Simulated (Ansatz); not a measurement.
Reactions of `CC(C)(O)[SiH3]`.

Computed with Ansatz on PBE0-D4/def2-TZVP structures; ΔE is electronic, products minus reactants. CCSD(T)/CBS adds triple-zeta CCSD(T) − MP2 to the extrapolated MP2 energy (def2 sets, frozen cores). This one scheme is used for every species. DFT in def2-TZVPP. Triplets are unrestricted, without spin–orbit coupling. One conformer a species, not always the lowest.

| reaction | MP2/CBS(def2) (kcal/mol) | ωB97M-V (kcal/mol) | CCSD/CBS(def2) (kcal/mol) | ωB97X-V (kcal/mol) | CCSD(T)/CBS(def2) (kcal/mol) |
| --- | --- | --- | --- | --- | --- |
| `CC(C)(O)[SiH3]` + HCl → `CC(O)([SiH3])Cl` + CH₄ | -0.8 | -1.0 | 0.5 | -0.8 | -0.3 |
| `CC(C)(O)[SiH3]` + `CCC(C)C` → `CC(C)C(C)C` + `CC(O)[SiH3]` | 3.0 | 3.0 | 2.9 | 3.0 | 3.0 |
| `CC(C)(O)[SiH3]` + `[AlH3]` → `C[C](O)([AlH2])[SiH3]` + CH₄ | -4.8 | -4.9 | -3.9 | -3.9 | -4.5 |
| `CC(C)(O)[SiH3]` → `CCO[SiH2]C` | -35.3 | -34.9 | -35.8 | -34.7 | -34.7 |
| `CC(C)(O)[SiH3]` → `[CH2]` (triplet) + `CC(O)[SiH3]` | 110.8 | 107.7 | 104.3 | 109.4 | 107.3 |
| `CC(C)(O)[SiH3]` → `C[SiH2]C(C)O` | -6.7 | -7.1 | -6.9 | -6.7 | -6.7 |
| `CC(C)(O)[SiH3]` → `CC(C)O[SiH3]` | -26.8 | -26.1 | -27.3 | -26.4 | -26.5 |
| `CC(C)(O)[SiH3]` + `N[SiH2]S` → `C[SiH](N)S` + `CC(O)[SiH3]` | -8.9 | -9.3 | -9.1 | -8.7 | -8.8 |
| `CC(C)(O)[SiH3]` + `ClC1=CCO1` → `[SiH3]C1=CCO1` + `CC(C)(O)Cl` | -10.7 | -10.8 | -11.6 | -10.7 | -11.5 |

Largest T1 diagnostic: 0.014, for `[SiH3]C1=CCO1`.
